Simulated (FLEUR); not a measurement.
Runs of FLEUR MaX-R8.1 (later development tree) on CaO. It takes space group Fm-3m (No. 225, cubic). Conventional cell: a = 4.807 Å, b = 4.807 Å, c = 4.807 Å, α = 90.00°, β = 90.00°, γ = 90.00°. Ca (site symmetry m-3m) is surrounded by 6 O at 2.40 Å. O (site symmetry m-3m) has 6 Ca at 2.40 Å as nearest neighbours. The cell is a database's computed one.

| task | level | gmax | muffin-tin radii | max iterations | mixing factor | mixer | kmax | gap on the mesh (eV) | V0 of scaled cells (Å³/atom) | B0 (GPa) |
| --- | --- | --- | --- | --- | --- | --- | --- | --- | --- | --- |
| equation of state | r2SCAN | 13.2 1/bohr | Ca 2.31, O 1.77 bohr | - | - | - | 4.24 1/bohr | - | 13.78 | 117 |
| equation of state | AM05 | 13.2 1/bohr | Ca 2.31, O 1.77 bohr | - | - | - | 4.24 1/bohr | - | 13.66 | (a) |
| band structure | r2SCAN | 12.8 1/bohr | Ca 2.38, O 1.82 bohr | 60 | 0.05 | Anderson | 4.12 1/bohr | (b) | - | - |
| band structure | AM05 | 12.8 1/bohr | Ca 2.38, O 1.82 bohr | 60 | 0.05 | Anderson | 4.12 1/bohr | 3.60 | - | - |

Alike in all rows: potentials or basis all-electron, FLAPW; no spin polarisation; cell as given; k mesh 10 × 10 × 10; smearing fermi-dirac 0.05 eV.

Question: Fill in the values left out.

Answer: (a) 112; (b) 4.18.

Caveats: the meta-GGA is that of a development version, with a GGA for the radial functions and cores and without core tails (some runs).

Runs at the PBE level aren't shown here.
